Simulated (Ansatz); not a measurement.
Input and command of a plane-wave DFT calculation in Ansatz:

```yaml
crystal:
  lattice:
    - [0.0, 2.71547, 2.5796965]
    - [2.71547, 0.0, 2.5796965]
    - [2.71547, 2.71547, 0.0]
  atoms:
    - { symbol: Si, position: [0.5, 0.5, 0.5] }
    - { symbol: Si, position: [0.75, 0.75, 0.75] }
basis:
  ecutwfc: 420
kpoints:
  mp_grid: { grid: [10, 10, 10] }
hamiltonian:
  xc: pbe
scf:
  occupations: { method: gaussian, width: 0.05 }
output:
  forces: true
  stress: true
  eigenvalues: true
```

```bash
ansatz run input.yaml --threads 1 --pin off --max-ram 2560MiB --backend cpu --events-out ev --progress --plain --runs-dir out
```

Processor: Arm Neoverse V1, 1 thread, on a host shared with other jobs.

**Question.** How long does it run, and how much memory does it take?

**Answer.** About 2.1 s on 1 thread of Arm Neoverse V1, with other jobs on the host, peak memory 0.3 GiB. It solves 8 bands at 102 k points (the mesh reduced by symmetry) with about 741 plane waves, in 6 SCF iterations.
